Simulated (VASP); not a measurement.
# Zn (P6_3/mmc) in VASP: a series of runs

Runs on Zn. Level: PBE. Tasks: relaxation of shape and atoms at fixed volume.

All numbers are computed with VASP 6.6.1; they aren't measurements. Logs are shortened: lines on timing, memory, paths and dates and some standing lists are left out, and cuts for length are marked.

## (1) The undisturbed crystal

The structure is hexagonal, space group P6_3/mmc (No. 194). Conventional cell: a = 2.670 Å, b = 2.670 Å, c = 4.966 Å, α = 90.00°, β = 90.00°, γ = 120.00°. Around Zn (site symmetry -6m2) lie 12 Zn at 2.67 to 2.92 Å.

## (2) Relaxation of shape and atoms at fixed volume, PBE (a relaxed cell with its volume scaled by 1.02)

INCAR

```
ALGO = Normal
EDIFF = 1E-7
EDIFFG = -0.01
ENCUT = 600
GGA = PE
IBRION = 2
ISIF = 4
ISMEAR = 1
LASPH = T
LCHARG = F
LREAL = F
LWAVE = F
NELM = 80
NSW = 40
PREC = Accurate
SIGMA = 0.1
```

KPOINTS

```
k-points
0
Gamma
  18 18 8
```

POSCAR

```
Zn                                      
1.0
    2.6536272187     -0.0000000000      0.0000000000
   -1.3268136094      2.2981085836      0.0000000000
    0.0000000000     -0.0000000000      5.1514880281
  Zn            
     2
Direct
     0.3333333332999970    0.6666666667000030    0.2500000000000000
     0.6666666667000030    0.3333333332999970    0.7500000000000000
```

Potentials or basis: VASP PAW PBE potentials, release 64 (Zn).

The run is started by

```
> cat potpaw_PBE.64/Zn/POTCAR > POTCAR
> mpirun -np 1 vasp_std > vasp.out
```

OUTCAR:

```text
EDIFF = 1E-7
   EDIFFG = -0.01
   ENCUT = 600
   GGA = PE
   IBRION = 2
   ISIF = 4
   ISMEAR = 1
   LASPH = T
   LREAL = F
   NELM = 80
   NSW = 40
   PREC = Accurate

 ion  position               nearest neighbor table
   1  0.333  0.667  0.250-   2 3.00   2 3.00   2 3.00   2 3.00   2 3.00   2 3.00
   2  0.667  0.333  0.750-   1 3.00   1 3.00   1 3.00   1 3.00   1 3.00   1 3.00

  LATTYP: Found a hexagonal cell.
 ALAT       =     2.6536272187
 C/A-ratio  =     1.9413005684

  Lattice vectors:

 A1 = (   2.6536272187,   0.0000000000,   0.0000000000)
 A2 = (  -1.3268136094,   2.2981085836,   0.0000000000)
 A3 = (   0.0000000000,   0.0000000000,   5.1514880281)

Analysis of symmetry for initial positions (statically):
=====================================================================
 Subroutine PRICEL returns:
 Original cell was already a primitive cell.

 Routine SETGRP: Setting up the symmetry group for a
 hexagonal supercell.

 Subroutine GETGRP returns: Found 24 space group operations
 (whereof 12 operations were pure point group operations)
 out of a pool of 24 trial point group operations.

The static configuration has the point symmetry D_3d.
 The point group associated with its full space group is D_6h.

Analysis of symmetry for dynamics (positions and initial velocities):
=====================================================================
 Subroutine PRICEL returns:
 Original cell was already a primitive cell.

 Routine SETGRP: Setting up the symmetry group for a
 hexagonal supercell.

 Subroutine GETGRP returns: Found 24 space group operations
 (whereof 12 operations were pure point group operations)
 out of a pool of 24 trial point group operations.

The dynamic configuration has the point symmetry D_3d.
 The point group associated with its full space group is D_6h.

 Subroutine INISYM returns: Found 24 space group operations
 (whereof 12 operations are pure point group operations),
 and found     1 'primitive' translations

----------------------------------------------------------------------------------------

                                     Primitive cell

  volume of cell :      31.4154

  direct lattice vectors                    reciprocal lattice vectors
     2.653627219  0.000000000  0.000000000     0.376842683  0.217570224  0.000000000
    -1.326813609  2.298108584  0.000000000     0.000000000  0.435140449  0.000000000
     0.000000000  0.000000000  5.151488028     0.000000000  0.000000000  0.194118669

  length of vectors
     2.653627219  2.653627219  5.151488028     0.435140449  0.435140449  0.194118669

  position of ions in fractional coordinates (direct lattice)
     0.333333333  0.666666667  0.250000000
     0.666666667  0.333333333  0.750000000

  ion indices of the primitive-cell ions
   primitive index   ion index
                 1           1
                 2           2

----------------------------------------------------------------------------------------

 KPOINTS: k-points

Automatic generation of k-mesh.
 Grid dimensions read from file:
 generate k-points for:   18   18    8

 Generating k-lattice:

  Cartesian coordinates                     Fractional coordinates (reciprocal lattice)
     0.020935705  0.012087235  0.000000000     0.055555556  0.000000000  0.000000000
     0.000000000  0.024174469  0.000000000     0.000000000  0.055555556  0.000000000
     0.000000000  0.000000000  0.024264834     0.000000000  0.000000000  0.125000000

  Length of vectors
     0.024174469  0.024174469  0.024264834

  Shift w.r.t. Gamma in fractional coordinates (k-lattice)
     0.000000000  0.000000000  0.000000000

 Subroutine IBZKPT returns following result:
 ===========================================

 Found    185 irreducible k-points:

 Following reciprocal coordinates:
            Coordinates               Weight
  0.000000  0.000000  0.000000      1.000000
  0.055556 -0.000000  0.000000      6.000000
  0.111111 -0.000000  0.000000      6.000000
  0.166667 -0.000000  0.000000      6.000000
  0.222222 -0.000000  0.000000      6.000000
  0.277778  0.000000  0.000000      6.000000
[... 16 lines left out ...]
  0.333333  0.111111  0.000000     12.000000
  0.388889  0.111111  0.000000     12.000000
 [... further k-points ...]
   k-points           NKPTS =    185   k-points in BZ     NKDIM =    185   number of bands    NBANDS=     16
   number of dos      NEDOS =    301   number of ions     NIONS =      2
   total plane-waves  NPLWV =  24192
   dimension x,y,z NGX =    24 NGY =   24 NGZ =   42
   dimension x,y,z NGXF=    48 NGYF=   48 NGZF=   84
   ions per type =               2
   NGX,Y,Z   is equivalent  to a cutoff of  15.04, 15.04, 13.55 a.u.
   NGXF,Y,Z  is equivalent  to a cutoff of  30.07, 30.07, 27.11 a.u.
 SYSTEM =  unknown system
   PREC   = accura    normal or accurate (medium, high low for compatibility)
   ISTART =      0    job   : 0-new  1-cont  2-samecut
   ICHARG =      2    charge: 1-file 2-atom 10-const
   ISPIN  =      1    spin polarized calculation?
   LNONCOLLINEAR =      F non collinear calculations
   LSORBIT =      F    spin-orbit coupling
   LASPH  =      T    aspherical Exc in radial PAW
   ENCUT  =  600.0 eV  44.10 Ry    6.64 a.u.   5.30  5.30 10.29*2*pi/ulx,y,z
   NELM   =     80;   NELMIN=  2; NELMDL= -5     # of ELM steps
   EDIFF  = 0.1E-06   stopping-criterion for ELM
   LREAL  =      F    real-space projection
   EDIFFG = -.1E-01   stopping-criterion for IOM
   NSW    =     40    number of steps for IOM
   IBRION =      2    ionic relax: 0-MD 1-quasi-New 2-CG
   NFREE  =      1    steps in history (QN), initial steepest desc. (CG)
   ISIF   =      4    stress and relaxation
   ISYM   =      2    0-nonsym 1-usesym 2-fastsym
   POTIM  = 0.5000    time-step for ionic-motion
   TEBEG  =    0.0;   TEEND  =   0.0 temperature during run
   PSTRESS=    0.0 pullay stress
   NELECT =      24.0000    total number of electrons
   NUPDOWN=      -1.0000    fix difference up-down
   EMIN   =  10.00;   EMAX   =-10.00  energy-range for DOS
   EFERMI =   0.00;   METHOD = LEGACY
   ISMEAR =     1;   SIGMA  =   0.10  broadening in eV -4-tet -1-fermi 0-gaus
   EFERMI_NEDOS =   21; number of points for ismear=-14 and -15
   IALGO  =     38    algorithm
   IMIX   =      4    mixing-type and parameters
     AMIX     =   0.40;   BMIX     =  1.00
     AMIX_MAG =   1.60;   BMIX_MAG =  1.00
  volume/ion in A,a.u.               =      15.71       106.00
  Fermi-wavevector in a.u.,A,eV,Ry     =   1.496572  2.828110 30.473334  2.239727
  Thomas-Fermi vector in A             =   2.608571
   LORBIT       =      0    0 simple, 1 ext, 2 COOP (PROOUT), +10 PAW based schemes
   GGA     = PE    functional components
   LHFCALC =     F    Hartree Fock is set to
   AEXX    =    0.0000 exact exchange contribution
   IVDW    =     0    specifies the selected vdW correction
   LEPSILON=     F    determine dielectric tensor
   LRPA    =     F    only Hartree local field effects (RPA)
 conjugate gradient relaxation of ions
 non-spin polarized calculation
 Methfessel and Paxton  Order N= 1 SIGMA  =   0.10
  energy-cutoff  :      600.00
  volume of cell :       31.42
 maximum number of plane-waves:      1065
 NGX is ok and might be reduce to    24
   NGX = 11   NGY = 11   NGZ = 21

--------------------------------------- Ionic step        1  -------------------------------------------

 number of electron      23.9999996 magnetization

 Free energy of the ion-electron system (eV)
  ---------------------------------------------------
  ext. energy  EPLUGINS =         0.00000000
  ---------------------------------------------------
  free energy    TOTEN  =        -2.21685992 eV

  energy without entropy =       -2.21692078  energy(sigma->0) =       -2.21688021

------------------------ aborting loop because EDIFF is reached ----------------------------------------

  FORCE on cell =-STRESS in cart. coord.  units (eV):
  Direction    XX          YY          ZZ          XY          YZ          ZX
  --------------------------------------------------------------------------------------
  -------------------------------------------------------------------------------------
  Total       -0.3273404     -0.3273404     -0.1821146      0.0000000      0.0000000      0.0000000
  in kB      -16.6942558    -16.6942558     -9.2877875      0.0000000      0.0000000      0.0000000
  external PRESSURE =     -14.2254330 kB  Pullay stress =       0.0000000 kB

 VOLUME and BASIS-vectors are now :
 -----------------------------------------------------------------------------
  energy-cutoff  :      600.00
  volume of cell :       31.42
      direct lattice vectors                 reciprocal lattice vectors
     2.653627219  0.000000000  0.000000000     0.376842683  0.217570224  0.000000000
    -1.326813609  2.298108584  0.000000000     0.000000000  0.435140449  0.000000000
     0.000000000  0.000000000  5.151488028     0.000000000  0.000000000  0.194118669
[... 37 lines left out ...]
 POSITION                                       TOTAL-FORCE (eV/Angst)
 -----------------------------------------------------------------------------------
     -0.00000      1.53029      1.29088        -0.000000     -0.000000      0.000000
      1.32527      0.76514      3.87264         0.000000      0.000000     -0.000000
 -----------------------------------------------------------------------------------
    total drift:                               -0.000000      0.000000      0.000000

  FREE ENERGIE OF THE ION-ELECTRON SYSTEM (eV)
  ---------------------------------------------------
  free  energy   TOTEN  =        -2.2171025242 eV

  energy  without entropy=       -2.2170837304  energy(sigma->0) =       -2.21709626

--------------------------------------- Ionic step        3  -------------------------------------------

 number of electron      24.0000003 magnetization

 Free energy of the ion-electron system (eV)
  ---------------------------------------------------
  ext. energy  EPLUGINS =         0.00000000
  ---------------------------------------------------
  free energy    TOTEN  =        -2.21714734 eV

  energy without entropy =       -2.21704018  energy(sigma->0) =       -2.21711162

 E-fermi :   2.8240     XC(G=0): -11.3706

 val. band max:        2.8000403826   @ k =   0.3889   0.0556   0.0000
 cond. band min:       2.8264573529   @ k =   0.3333   0.1111   0.0000
 fundamental gap:      0.0264169702
 Fermi energy:         2.8239502471

 k-point     1 :       0.0000    0.0000    0.0000
  band No.  band energies     occupation
      1      -7.2871      2.00000
      2      -5.7061      2.00000
      3      -5.0224      2.00000
      4      -4.7567      2.00000
      5      -4.7567      2.00000
      6      -4.7205      2.00000
[... 8 lines left out ...]
     15      18.4330      0.00000
     16      20.9192      0.00000
[... 419 lines left out ...]
 k-point    24 :       0.3889    0.1111    0.0000
  band No.  band energies     occupation
      1      -5.3714      2.00000
      2      -5.2853      2.00000
      3      -5.1561      2.00000
      4      -4.7787      2.00000
      5      -4.5906      2.00000
      6      -4.5881      2.00000
[... 8 lines left out ...]
     15       7.9265      0.00000
     16       9.6388      0.00000

 [... further k-points ...]
[... 5 lines left out ...]
  --------------------------------------------------------------------------------------
  -------------------------------------------------------------------------------------
  Total       -0.2669055     -0.2669055     -0.2638737      0.0000000      0.0000000      0.0000000
  in kB      -13.6120967    -13.6120967    -13.4574731      0.0000000      0.0000000      0.0000000
  external PRESSURE =     -13.5605555 kB  Pullay stress =       0.0000000 kB

 VOLUME and BASIS-vectors are now :
 -----------------------------------------------------------------------------
  energy-cutoff  :      600.00
  volume of cell :       31.42
      direct lattice vectors                 reciprocal lattice vectors
     2.648595233  0.000000000  0.000000000     0.377558635  0.217983579 -0.000000000
    -1.324297617  2.293750756  0.000000000    -0.000000000  0.435967159 -0.000000000
     0.000000000  0.000000000  5.171080933     0.000000000  0.000000000  0.193383166

 POSITION                                       TOTAL-FORCE (eV/Angst)
 -----------------------------------------------------------------------------------
     -0.00000      1.52917      1.29277         0.000000     -0.000000     -0.000000
      1.32430      0.76458      3.87831        -0.000000      0.000000      0.000000
 -----------------------------------------------------------------------------------
    total drift:                               -0.000000      0.000000      0.000000

  FREE ENERGIE OF THE ION-ELECTRON SYSTEM (eV)
  ---------------------------------------------------
  free  energy   TOTEN  =        -2.2171473385 eV

  energy  without entropy=       -2.2170401788  energy(sigma->0) =       -2.21711162

 reached required accuracy - stopping structural energy minimisation
```

Wall time 2.1 min (1 thread of Intel Xeon Platinum 8488C (Sapphire Rapids), shared host); peak memory 0.23 GiB.

What came out:

```
Free energy               : -2.2171 eV
Energy gained by relaxing : 0.1 meV/atom
Ionic steps               : 3
Pressure after relaxing   : -1.4 GPa
Band gap on the k mesh    : none (metal or under the smearing width)
```

The path:
| step | energy change (eV) | largest force (eV/Å) | pressure (GPa) |
| --- | --- | --- | --- |
| 1 | 0.0000 | 0.0000 | -1.42 |
| 2 | -0.0002 | 0.0000 | -1.35 |
| 3 | -0.0003 | 0.0000 | -1.36 |

Final structure:
```xyz
2
Lattice="2.6486 0.0000 0.0000 -1.3243 2.2938 0.0000 0.0000 0.0000 5.1711" Properties=species:S:1:pos:R:3 pbc="T T T"
Zn    0.0000    1.5292    1.2928
Zn    1.3243    0.7646    3.8783
```

Levels at points of the mesh, in eV from the Fermi level:
| k point | band 10 | band 11 | band 12 | band 13 | band 14 | band 15 |
| --- | --- | --- | --- | --- | --- | --- |
| (0.00, 0.00, 0.00) | -7.01 | -7.01 | -3.61 | -3.55 | 11.79 | 15.61 |
| (0.50, 0.00, 0.00) | -6.79 | -2.52 | -1.85 | 2.30 | 3.61 | 3.71 |
| (0.00, 0.00, 0.50) | -7.08 | -7.08 | -7.08 | 3.65 | 3.65 | 19.24 |
| (0.50, 0.00, 0.50) | -6.79 | -1.64 | -1.64 | 0.29 | 0.29 | 9.38 |

## (3) Relaxation of shape and atoms at fixed volume, PBE (a relaxed cell with its volume scaled by 1.04)

INCAR is that of step 2.

KPOINTS is that of step 2.

POSCAR

```
Zn                                      
1.0
    2.6708590472     -0.0000000000      0.0000000000
   -1.3354295236      2.3130317848      0.0000000000
    0.0000000000     -0.0000000000      5.1849401864
  Zn            
     2
Direct
     0.3333333332999970    0.6666666667000030    0.2500000000000000
     0.6666666667000030    0.3333333332999970    0.7500000000000000
```

Potentials or basis: VASP PAW PBE potentials, release 64 (Zn).

The run is started by

```
> cat potpaw_PBE.64/Zn/POTCAR > POTCAR
> mpirun -np 1 vasp_std > vasp.out
```

Run time: 2.8 min. Hardware: 1 thread of Intel Xeon Platinum 8488C (Sapphire Rapids), shared host; peak memory 0.23 GiB.

The run converged. Its results:

```
Free energy               : -2.2104 eV
Energy gained by relaxing : 0.6 meV/atom
Ionic steps               : 4
Pressure after relaxing   : -2.4 GPa
Band gap on the k mesh    : none (metal or under the smearing width)
```

The path:
```csv
step,energy change (eV),largest force (eV/Å),pressure (GPa)
1,0.0000,0.0000,-2.66
2,-0.0009,0.0000,-2.48
3,-0.0012,0.0000,-2.35
4,-0.0012,0.0000,-2.37
```

Final structure:
```yaml
crystal:
  lattice:
    - [2.65877, 0.00000, 0.00000]
    - [-1.32939, 2.30257, 0.00000]
    - [0.00000, 0.00000, 5.23218]
  atoms:
    - { symbol: Zn, position: [0.33333, 0.66667, 0.25000] }
    - { symbol: Zn, position: [0.66667, 0.33333, 0.75000] }
```

Levels at points of the mesh, in eV from the Fermi level:
| k point | band 10 | band 11 | band 12 | band 13 | band 14 | band 15 |
| --- | --- | --- | --- | --- | --- | --- |
| (0.00, 0.00, 0.00) | -6.95 | -6.95 | -3.60 | -3.50 | 11.45 | 15.26 |
| (0.50, 0.00, 0.00) | -6.72 | -2.39 | -1.76 | 2.25 | 3.60 | 3.65 |
| (0.00, 0.00, 0.50) | -7.01 | -7.01 | -7.01 | 3.51 | 3.51 | 19.14 |
| (0.50, 0.00, 0.50) | -6.73 | -1.53 | -1.53 | 0.32 | 0.32 | 9.22 |

## (4) Relaxation of shape and atoms at fixed volume, PBE (a relaxed cell with its volume scaled by 1.06)

INCAR is that of step 3.

KPOINTS is that of step 3.

POSCAR

```
Zn                                      
1.0
    2.6878713469     -0.0000000000      0.0000000000
   -1.3439356735      2.3277648685      0.0000000000
    0.0000000000     -0.0000000000      5.2179661735
  Zn            
     2
Direct
     0.3333333332999970    0.6666666667000030    0.2500000000000000
     0.6666666667000030    0.3333333332999970    0.7500000000000000
```

The run is started by

```
> cat potpaw_PBE.64/Zn/POTCAR > POTCAR
> mpirun -np 1 vasp_std > vasp.out
```

It took 2.8 min on 1 thread of Intel Xeon Platinum 8488C (Sapphire Rapids), shared host; peak memory 0.24 GiB.

The run converged. Its results:

| Quantity | Value |
| --- | --- |
| Free energy | -2.2002 eV |
| Energy gained by relaxing | 1.6 meV/atom |
| Ionic steps | 3 |
| Pressure after relaxing | -3.1 GPa |
| Band gap on the k mesh | none (metal or under the smearing width) |

The path:
| step | energy change (eV) | largest force (eV/Å) | pressure (GPa) |
| --- | --- | --- | --- |
| 1 | 0.0000 | 0.0000 | -3.75 |
| 2 | -0.0020 | 0.0000 | -3.50 |
| 3 | -0.0032 | 0.0000 | -3.09 |

Final structure:
```
Zn
1.0
     2.66517    0.00000    0.00000
    -1.33258    2.30810    0.00000
     0.00000    0.00000    5.30724
Zn
2
Direct
  0.33333 0.66667 0.25000
  0.66667 0.33333 0.75000
```

Levels at points of the mesh, in eV from the Fermi level:
```csv
k point,band 10,band 11,band 12,band 13,band 14,band 15
"(0.00, 0.00, 0.00)",-6.89,-6.89,-3.69,-3.41,11.00,14.81
"(0.50, 0.00, 0.00)",-6.66,-2.26,-1.65,2.19,3.49,3.68
"(0.00, 0.00, 0.50)",-6.95,-6.95,-6.95,3.32,3.32,19.11
"(0.50, 0.00, 0.50)",-6.66,-1.42,-1.42,0.36,0.36,9.02
```

## (5) Summary

| cell | gap on the mesh (eV) | pressure (GPa) |
| --- | --- | --- |
| atoms relaxed at fixed volume from: a relaxed cell with its volume scaled by 1.02 | none | -1.4 |
| atoms relaxed at fixed volume from: a relaxed cell with its volume scaled by 1.04 | none | -2.4 |
| atoms relaxed at fixed volume from: a relaxed cell with its volume scaled by 1.06 | none | -3.1 |

Alike in all rows: task relaxation of shape and atoms at fixed volume; level PBE; potentials or basis VASP PAW PBE potentials, release 64 (Zn); no spin polarisation; k mesh 18 × 18 × 8; cutoff (eV) 600; smearing methfessel-paxton 0.1 eV.

Total energies depend on the potentials used, so only differences within one code and one set of settings carry meaning.
